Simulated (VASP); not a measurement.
A run of VASP 6.6.1 is set up as follows.

Contents of INCAR:

```
PREC = Accurate
ENCUT = 520
EDIFF = 1E-6
ISMEAR = -5
SIGMA = 0.05
LREAL = False
LASPH = True
NELM = 60
ALGO = Normal
ISIF = 2
LWAVE = False
LCHARG = True
METAGGA = LAK
LMIXTAU = True
LVHAR = True
```

The input KPOINTS:

```
regular mesh
0
Gamma
  7 7 7
```

File POSCAR:

```
BaTe
1.0
    0.0000000000      3.4100000000      3.4100000000
    3.4100000000      0.0000000000      3.4100000000
    3.4100000000      3.4100000000      0.0000000000
Ba Te
1 1
Cartesian
    0.0000000000      0.0000000000      0.0000000000
    3.4100000000      3.4100000000      3.4100000000
```

Potentials or basis: VASP PAW PBE potentials, release 64 (Ba_sv, Te).

Run with:

```console
$ cat potpaw_PBE.64/Ba_sv/POTCAR potpaw_PBE.64/Te/POTCAR > POTCAR
$ mpirun -np 1 vasp_std > vasp.out
```

Estimate the pressure.

6.4 GPa.

Predict the band gap on the k mesh.

1.84 eV, indirect (least direct gap 2.21 eV).

Caveat: the PAW data sets were made with another functional, which shifts forces and pressure a little; spin-orbit coupling is left out, which moves the levels of the heavy elements; an odd mesh through Γ misses points on the zone boundary, where band edges often lie.
